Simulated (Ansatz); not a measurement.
Take BaSnO3 in the cubic perovskite structure (space group Pm-3m, No. 221; a = 4.131 Å) as the base. Axes: x, y, z lie along the cube axes.

Level of theory: r2SCAN/PAW in Ansatz (an electronic-structure program), without spin-orbit coupling.

For the base:

```
Item        Value
--------  -------
Band gap  1.56 eV
```

Now apply this change: uniaxial stress, 8 GPa compression along z, with the cell and atoms free to relax against it.

### Question
What does the calculation give for the energy relative to the base after the change?

### Answer
The energy increases by 9.6 meV/atom.

### Question
Estimate the effect on the strain response.

### Answer
The strain response (xx, yy, zz) is (+0.71, +0.71, −2.83) %.

### Question
How does this affect the band gap?

### Answer
The band gap increases by 0.183 eV to 1.75 eV.

Beyond what the load breaks, stability against distortions was not tested.
